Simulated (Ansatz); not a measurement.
PtSe₂

Method: r²SCAN, scalar-relativistic; no spin polarisation; PAW, 500 eV, 8×8×4 k-mesh, Gaussian smearing of 0.05 eV; code Ansatz; PAW files: Ansatz's generated set soft_2.

```yaml
crystal:
  lattice:
    - [3.71660, 0.00000, 0.00000]
    - [-1.85830, 3.21867, 0.00000]
    - [0.00000, 0.00000, 5.82973]
  atoms:
    - { symbol: Pt, position: [0.00000, 0.00000, 0.00000] }
    - { symbol: Se, position: [0.33333, 0.66667, 0.22497] }
    - { symbol: Se, position: [0.66667, 0.33333, 0.77503] }
```

The chain of runs began from a cell as deposited in COD, expanded in volume. Of that entry: the entry's cell lengths or inner coordinates differ somewhat from later room-temperature determinations. The relaxation kept the space group but changed the cell's proportions, one axis by 10 % at equal volume, so the results may not describe the measured structure. The database's entry of this formula in the relaxed cell's space group, P-3m1, has axes of 3.728 × 3.728 × 5.031 Å and 20.18 Å³/atom (1965), the relaxed one 3.717 × 3.717 × 5.830 Å and 23.25.

The run above is the reference. The same cell was run again with other input settings; several of them aren't fit for production, so the rows show the settings' effect and aren't properties of the material.

```tsv
keys changed	outcome	ΔE (meV/atom)	P (GPa)	gap on the mesh (eV)	cell moment (μB)	largest force component (eV/Å)	SCF iterations	rough core-seconds	new warnings
none (reference)	converged	0.0	0.0	0.66	–	0.000	–	–	–
hamiltonian.hubbard: {"sites": [{"species": "Pt", "l": "d", "u_eff": 5.0}], "double_counting": "amf"}	converged	–	0.7	0.84	–	0.169	9	13	–
scf.n_extra_bands: 1; hamiltonian.hubbard: {"sites": [{"species": "Pt", "l": "d", "u_eff": 4.0}], "double_counting": "amf"}	converged	–	0.5	0.80	–	0.129	9	15	–
scf.occupations.width: 0.05 → null; scf.occupations.method: "gaussian" → "tetrahedron"	converged	0.0	0.0	0.66	–	0.000	7	10	band table not solved further; tetrahedron derivatives may miss energy slope
scf.mixing.algorithm: "broyden"; scf.mixing.beta: 0.5; scf.mixing.ndim: 2; scf.occupations.method: "gaussian" → "cold"; scf.occupations.width: 0.05 → 0.3	converged	0.0	0.0	0.66	–	0.000	15	16	–
```

These changes also left energy (to 0.1 meV/atom), pressure, gap, moment and forces as in the reference: scf.initial_density.chi_scale: 0.1; scf.occupations.method: "gaussian" → "methfessel_paxton"; scf.occupations.width: 0.05 → 0.001 | scf.occupations.method: "gaussian" → "methfessel_paxton"; scf.mixing.algorithm: "anderson"; scf.mixing.beta: 0.2.

ΔE is the energy with the smearing extrapolated to zero. It is left out where the change alters the Hamiltonian or the spin treatment. The varied runs start from atomic densities (corrected by the program's trained start where that serves), with the default search for lower states unless a row changes it.

Question: What happens with these changes: crystal.symmetry: {"detect": false}; kpoints.mp_grid.grid: [8, 8, 4] → [6, 6, 3]?

Answer: outcome converged, ΔE (meV/atom) 0.5, P (GPa) 0.0, gap on the mesh (eV) 0.89, largest force component (eV/Å) 0.000, SCF iterations 7, rough core-seconds 25.

Question: What happens with these changes: hamiltonian.hubbard: {"sites": [{"species": "Pt", "l": "d", "u_eff": 8.0}], "double_counting": "amf"}; scf.eigensolver.kind: "davidson"; basis.ecutrho_ratio: 4 → 9?

Answer: outcome converged, P (GPa) 1.3, gap on the mesh (eV) 0.99, largest force component (eV/Å) 0.310, SCF iterations 9, rough core-seconds 18.

Of the reference: Semilocal functionals underestimate band gaps, commonly by a third or more. Scalar-relativistic only: spin–orbit splittings of the heavy atoms' levels are missing. The structure is built of weakly bound layers, and this functional has no dispersion term, so their spacing and all that hangs on it (volume, the soft elastic constants, low modes, dielectric constants) are poorly given.
